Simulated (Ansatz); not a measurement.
LaAlO3 (Pm-3m), PBEsol with spin-orbit coupling, rigid bands (Ansatz, a first-principles code): N_c = 2.12e19 cm⁻³ at 300 K and an electron conductivity mass of 0.567 mₑ.

Problem. For 1e17 electrons per cm³ at 300 K, place the Fermi level, estimate the Seebeck coefficient of a parabolic band with constant τ, and give mobility and conductivity for τ = 10 fs.

Solution. The level lies k_BT ln(N_c/n) = 0.138 eV below the conduction-band minimum. S ≈ −(k_B/e)[ln(N_c/n) + 5/2] = -677 μV/K, against -674 μV/K from the full bands (mean over directions). μ = eτ/m = 31.0 cm²/(V·s) and σ = neμ = 0.497 S/cm. τ is assumed, not computed.

Band transport and this doping are assumed; polarons and phonon drag are left out.

LaAlO3 (Pm-3m): a high-temperature phase held by its symmetry.
